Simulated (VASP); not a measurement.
A run of VASP 6.6.1:

File INCAR:

```
ALGO = Normal ; EDIFF = 1E-6
EDIFFG = -0.3 ; ENCUT = 520
GGA = PE ; IBRION = 2
ISIF = 2 ; ISMEAR = -1
IVDW = 12 ; LASPH = True
LCHARG = False ; LREAL = False
LWAVE = False ; NELM = 80
NSW = 35 ; PREC = Accurate
SIGMA = 0.05
```

The input KPOINTS:

```
k-points
0
Gamma
  1 1 1
```

File POSCAR:

```
N
1.0
    7.0338500000      0.0000000000      0.0000000000
    0.0000000000      7.0338500000      0.0000000000
    0.0000000000      0.0000000000      7.0338500000
N
12
Direct
    0.9083287000      0.9153463000      0.1914002000
    0.7602658000      0.8560262000      0.1722546000
    0.0048324000      0.8677783000      0.7575889000
   -0.0034622000      1.0282106000      0.7584445000
    0.1718259000      0.3507452000      0.8485963000
    0.0324128000      0.4290867000      0.8639148000
    0.2898110000      0.3322124000      0.3091513000
    0.2051873000      0.2099966000      0.3700628000
    0.4259740000      0.6647273000      0.1039888000
    0.3141337000      0.7137672000     -0.0003898000
    0.5660327000      0.2040305000      0.9481496000
    0.6880327000      0.1804584000      0.8463242000
```

Potentials or basis: VASP PAW PBE potentials, release 64 (N).

Command:

```console
$ cat potpaw_PBE.64/N/POTCAR > POTCAR
$ mpirun -np 1 vasp_gam > vasp.out
```

Hardware: 1 thread of AMD EPYC 7R43 64-Core Processor (Zen 3), with other jobs on the host.

Task: Estimate the wall time of this run.

Result: It took 4.3 min on 1 thread of AMD EPYC 7R43 64-Core Processor (Zen 3) (shared host), peak memory 0.32 GiB. Counts: scf iterations 149, k points 1, ion steps 18.
